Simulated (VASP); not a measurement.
# Ge (Cmmm) in VASP: notebook, part 2 of 2

VASP 6.6.1. Earlier steps stand in the parts before.

## 5. Relaxation of cell and atoms, r2SCAN+D3(BJ)

INCAR

```
ALGO = Normal
EDIFF = 1E-7
EDIFFG = -0.01
ENCUT = 600
IBRION = 2
ISIF = 3
ISMEAR = 0
IVDW = 12
LASPH = True
LCHARG = False
LMIXTAU = True
LREAL = False
LWAVE = False
METAGGA = R2SCAN
NELM = 80
NSW = 40
PREC = Accurate
SIGMA = 0.05
VDW_A1 = 0.49484001
VDW_A2 = 5.73083694
VDW_S6 = 1.0
VDW_S8 = 0.78981345
```

KPOINTS

```
k-points
0
Gamma
  11 11 10
```

POSCAR

```
Ge
1.0
    1.3971490000     -2.6005160000      0.0000000000
    1.3971490000      2.6005160000      0.0000000000
    0.0000000000      0.0000000000      2.6982310000
Ge
1
Direct
    0.5000000000      0.5000000000      0.0000000000
```

Potentials or basis: VASP PAW PBE potentials, release 64 (Ge_d).

Command:

```bash
$ cat potpaw_PBE.64/Ge_d/POTCAR > POTCAR
$ mpirun -np 1 vasp_std > vasp.out
```

OUTCAR:

```text
EDIFF = 1E-7
   EDIFFG = -0.01
   ENCUT = 600
   IBRION = 2
   ISIF = 3
   ISMEAR = 0
   IVDW = 12
   LASPH = True
   LREAL = False
   METAGGA = R2SCAN
   NELM = 80
   NSW = 40
   PREC = Accurate
 IVDW          = 12

 ion  position               nearest neighbor table
   1  0.500  0.500  0.000-

  LATTYP: Found a base centered orthorhombic cell.
 ALAT       =     2.7942980000
 B/A-ratio  =     1.8613018368
 C/A-ratio  =     0.9656203454

  Lattice vectors:

 A1 = (   1.3971490000,  -2.6005160000,   0.0000000000)
 A2 = (   1.3971490000,   2.6005160000,   0.0000000000)
 A3 = (   0.0000000000,   0.0000000000,   2.6982310000)

Analysis of symmetry for initial positions (statically):
=====================================================================
 Subroutine PRICEL returns:
 Original cell was already a primitive cell.

 Routine SETGRP: Setting up the symmetry group for a
 base centered orthorhombic supercell.

 Subroutine GETGRP returns: Found  8 space group operations
 (whereof  8 operations were pure point group operations)
 out of a pool of  8 trial point group operations.

The static configuration has the point symmetry D_2h.

Analysis of symmetry for dynamics (positions and initial velocities):
=====================================================================
 Subroutine PRICEL returns:
 Original cell was already a primitive cell.

 Routine SETGRP: Setting up the symmetry group for a
 base centered orthorhombic supercell.

 Subroutine GETGRP returns: Found  8 space group operations
 (whereof  8 operations were pure point group operations)
 out of a pool of  8 trial point group operations.

The dynamic configuration has the point symmetry D_2h.

 Subroutine INISYM returns: Found  8 space group operations
 (whereof  8 operations are pure point group operations),
 and found     1 'primitive' translations

----------------------------------------------------------------------------------------

                                     Primitive cell

  volume of cell :      19.6070

  direct lattice vectors                    reciprocal lattice vectors
     1.397149000 -2.600516000  0.000000000     0.357871637 -0.192269534  0.000000000
     1.397149000  2.600516000  0.000000000     0.357871637  0.192269534  0.000000000
[... 117 lines left out ...]
  energy-cutoff  :      600.00
  volume of cell :       19.61
 maximum number of plane-waves:       671
   NGX = 11   NGY = 11   NGZ = 11

--------------------------------------- Ionic step        1  -------------------------------------------

 number of electron      14.0000008 magnetization

 Free energy of the ion-electron system (eV)
  ---------------------------------------------------
  ext. energy  EPLUGINS =         0.00000000
  ---------------------------------------------------
  free energy    TOTEN  =       -13.47554225 eV

  energy without entropy =      -13.47505737  energy(sigma->0) =      -13.47529981

------------------------ aborting loop because EDIFF is reached ----------------------------------------

 Edisp (eV)   -0.15941

 E8    (eV) :    -0.0555
[... 102 lines left out ...]
  FREE ENERGIE OF THE ION-ELECTRON SYSTEM (eV)
  ---------------------------------------------------
  free  energy   TOTEN  =       -13.6560537659 eV

  energy  without entropy=      -13.6550744763  energy(sigma->0) =      -13.65556412

[... ionic steps 4 to 14 ...]

--------------------------------------- Ionic step       15  -------------------------------------------

 number of electron      13.9999996 magnetization

------------------------ aborting loop because EDIFF is reached ----------------------------------------
[... 73 lines left out ...]
--------------------------------------- Ionic step       17  -------------------------------------------

 number of electron      13.9999996 magnetization

 Free energy of the ion-electron system (eV)
  ---------------------------------------------------
  ext. energy  EPLUGINS =         0.00000000
  ---------------------------------------------------
  free energy    TOTEN  =       -13.48893298 eV

  energy without entropy =      -13.48825340  energy(sigma->0) =      -13.48859319

 E-fermi :   6.8788     XC(G=0): -12.4696

 val. band max:        6.8685817939   @ k =   0.3636   0.1818   0.0000
 cond. band min:       6.8824692464   @ k =  -0.3636   0.1818   0.0000
 fundamental gap:      0.0138874525
 Fermi energy:         6.8787639869

 k-point     1 :       0.0000    0.0000    0.0000
  band No.  band energies     occupation
      1     -18.6754      2.00000
      2     -18.5922      2.00000
      3     -18.5876      2.00000
      4     -18.4047      2.00000
      5     -18.4032      2.00000
      6      -7.2426      2.00000
      7      13.6742      0.00000
      8      16.1250      0.00000
      9      16.2262      0.00000
     10      17.4200      0.00000
     11      22.1120      0.00000
[... 309 lines left out ...]
 k-point    24 :      -0.1818    0.1818    0.0000
  band No.  band energies     occupation
      1     -18.6568      2.00000
      2     -18.5961      2.00000
      3     -18.5428      2.00000
      4     -18.4244      2.00000
      5     -18.4078      2.00000
      6      -6.3742      2.00000
      7      10.4801      0.00000
      8      14.1808      0.00000
      9      14.5221      0.00000
     10      17.7880      0.00000
     11      19.7234      0.00000

 [... further k-points ...]

------------------------ aborting loop because EDIFF is reached ----------------------------------------

 Edisp (eV)   -0.17116

 E8    (eV) :    -0.0597
[... 24 lines left out ...]
  FREE ENERGIE OF THE ION-ELECTRON SYSTEM (eV)
  ---------------------------------------------------
  free  energy   TOTEN  =       -13.6600915964 eV

  energy  without entropy=      -13.6594120128  energy(sigma->0) =      -13.65975180

 reached required accuracy - stopping structural energy minimisation
```

OSZICAR:

```text
N       E                     dE             d eps       ncg     rms          rms(c)
DAV:   1     0.465775289097E+02    0.46578E+02   -0.84132E+03  4875   0.387E+03
DAV:   2    -0.101282222945E+02   -0.56706E+02   -0.54679E+02  4842   0.403E+02
DAV:   3    -0.147462623579E+02   -0.46180E+01   -0.45702E+01  5469   0.762E+01
[... 177 lines left out ...]
DAV:   3    -0.134889335572E+02    0.53516E-04   -0.65087E-05  5927   0.235E-01    0.631E-03
DAV:   4    -0.134889325424E+02    0.10148E-05   -0.82048E-06  5275   0.548E-02    0.279E-03
DAV:   5    -0.134889333600E+02   -0.81767E-06   -0.88120E-07  4968   0.136E-02    0.139E-03
DAV:   6    -0.134889325649E+02    0.79514E-06   -0.57557E-07  4947   0.110E-02    0.585E-04
DAV:   7    -0.134889329894E+02   -0.42454E-06   -0.31129E-07  4794   0.696E-03    0.108E-04
DAV:   8    -0.134889329838E+02    0.56543E-08   -0.12762E-08  2493   0.120E-03
  17 F= -.13660092E+02 E0= -.13659752E+02  d E =-.796607E-05
```

CONTCAR:

```text
Ge
   1.00000000000000
     1.4023664349339586   -2.4407934556548994    0.0000000000000000
     1.4023664349339582    2.4407934556548994    0.0000000000000000
     0.0000000000000000    0.0000000000000000    2.6730516468452525
  Ge
     1
Direct
     0.5000000000000000    0.5000000000000000    0.0000000000000000

  0.00000000E+00  0.00000000E+00  0.00000000E+00
```

It took 20 min on 1 thread of Intel Xeon Platinum 8259CL at 2.50GHz (Skylake/Cascade Lake), shared host; peak memory 0.22 GiB.

What came out:

| Quantity | Value |
| --- | --- |
| Free energy | -13.6601 eV |
| Relaxed volume | 18.30 Å³/atom |
| Relaxed cell | a = 2.815 Å, b = 2.815 Å, c = 2.673 Å, α = 90.00°, β = 90.00°, γ = 120.24° |
| Space group after relaxing (to 0.05 Å) | P6/mmm (No. 191) |
| Energy gained by relaxing | 25.1 meV/atom |
| Ionic steps | 17 |
| Pressure after relaxing | 0.0 GPa |
| Band gap on the k mesh | none (metal or under the smearing width) |
| Dispersion energy per atom | -0.171 eV |

The path:
```
step  energy change (eV)  largest force (eV/Å)  pressure (GPa)  volume (Å³)
   1              0.0000                0.0000           -4.41        19.61
   2             -0.0208                0.0000            0.96        18.11
   3             -0.0211                0.0000            0.37        18.27
   4             -0.0211                0.0000            0.28        18.29
   5             -0.0228                0.0000           -0.01        18.32
   6             -0.0237                0.0000           -0.31        18.34
   7             -0.0249                0.0000           -0.38        18.39
   8             -0.0249                0.0000           -0.38        18.38
   9             -0.0249                0.0000           -0.40        18.38
  10             -0.0251                0.0000            0.40        18.21
  11             -0.0251                0.0000            0.04        18.29
  12             -0.0251                0.0000            0.01        18.30
  13             -0.0251                0.0000           -0.02        18.31
  14             -0.0251                0.0000            0.00        18.31
  15             -0.0251                0.0000           -0.04        18.31
  16             -0.0251                0.0000           -0.04        18.31
  17             -0.0251                0.0000            0.01        18.30
```

Final structure:
```
Ge
1.0
     1.40237   -2.44079    0.00000
     1.40237    2.44079    0.00000
     0.00000    0.00000    2.67305
Ge
1
Cartesian
  1.4024 0.0000 0.0000
```

Caveat: the PAW data sets were made with another functional, which shifts forces and pressure a little; pairwise dispersion overbinds metals, which lowers pressure and volume.

## 6. Summary

| task | level | potentials or basis | cell | cutoff (eV) | smearing | gap on the mesh (eV) | pressure (GPa) | relaxed volume (Å³/atom) |
| --- | --- | --- | --- | --- | --- | --- | --- | --- |
| electrostatic potential | r2SCAN+D4 | VASP PAW PBE potentials, release 64 (Ge) | volume scaled by 0.8 | 500 | fermi-dirac 0.05 eV | none | 18.6 | - |
| relaxation of cell and atoms | r2SCAN | VASP PAW PBE potentials, release 64 (Ge_d) | relaxed | 600 | gaussian 0.05 eV | none | 0.0 | 18.66 |
| relaxation of cell and atoms | rSCAN | VASP PAW PBE potentials, release 64 (Ge_d) | relaxed | 600 | gaussian 0.05 eV | none | 0.0 | 18.70 |
| relaxation of cell and atoms | r2SCAN+D3(BJ) | VASP PAW PBE potentials, release 64 (Ge_d) | relaxed | 600 | gaussian 0.05 eV | none | 0.0 | 18.30 |

Alike in all rows: no spin polarisation; k mesh 11 × 11 × 10.

Caveats: the PAW data sets were made with another functional, which shifts forces and pressure a little; pairwise dispersion overbinds metals, which lowers pressure and volume (some runs).

Absolute energies hang on the potentials; compare differences alone.
